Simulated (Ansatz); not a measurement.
# CaSe: a film clamped to a substrate

These are results of Ansatz, DFT PBE, scalar-relativistic, plane waves, PAW, not measurements. The runs took a 420 eV cutoff, a Γ-centred 6×6×6 mesh and Gaussian smearing (0.05 eV). No spin polarisation. Energies are free energies at this smearing, counted from the undisturbed cell; pressure is positive in compression.

The starting cell (as given, not relaxed at this level; it stands at -0.2 GPa; this zinc-blende form isn't the usual structure):

```yaml
crystal:
  lattice:
    - [0.00000, 3.30000, 3.30000]
    - [3.30000, 0.00000, 3.30000]
    - [3.30000, 3.30000, 0.00000]
  atoms:
    - { symbol: Ca, position: [0.00000, 0.00000, 0.00000] }
    - { symbol: Se, position: [0.75000, 0.75000, 0.75000] }
```

The cell (2 atoms, V0 = 71.87 Å³) is strained by p along both x and y and by q along z, fractional coordinates fixed. τp = (1/V0) ∂E/∂p = (σxx + σyy)(1 + p)(1 + q) and τq = (1/V0) ∂E/∂q = σzz(1 + p)², with tension positive.

| p | q | ΔE (meV/atom) | τp (GPa) | τq (GPa) |
| --- | --- | --- | --- | --- |
| 0.000 | 0.000 | 0.00 | 0.34 | 0.17 |
| -0.040 | 0.000 | 22.40 | -5.54 | -2.58 |
| 0.040 | 0.000 | 25.05 | 5.07 | 2.29 |
| 0.000 | -0.040 | 4.88 | -2.27 | -1.26 |
| 0.000 | 0.040 | 7.91 | 2.57 | 1.59 |

Problem. Get the second derivatives of the energy density.

Solution. Central differences give A = ∂τp/∂p = 133 GPa (C11 + C22 + 2 C12), C = ∂τq/∂q = 36 GPa (C33) and the cross term B = ∂τq/∂p = 61 GPa (C13 + C23); ∂τp/∂q = 60 GPa must equal B, and any difference shows higher-order terms. Steps this large leave an error of some per cent of A or C in all of these, which can swamp a small B. The ions are clamped. In a cubic crystal C11 = C = 36, C12 = B/2 = 30 GPa and A should be 2(C11 + C12) = 132 GPa; the bulk modulus is (C11 + 2 C12)/3 = 32 GPa.

Problem. A film of this crystal grows with z along the normal on a substrate that imposes p. How does its thickness respond, and what does the misfit cost?

Solution. Count p and q from the stress-free cell. A free surface needs τq = 0, so q = −(B/C) p = -1.71 p. The energy density left is (A − B²/C) p²/2 = M p², with the biaxial modulus M = 14.2 GPa (a small difference of large numbers, so errors of a few per cent in A, B and C become tens of per cent in M); a misfit of 1 % costs 0.32 meV/atom, against 1.49 meV/atom if the thickness were held.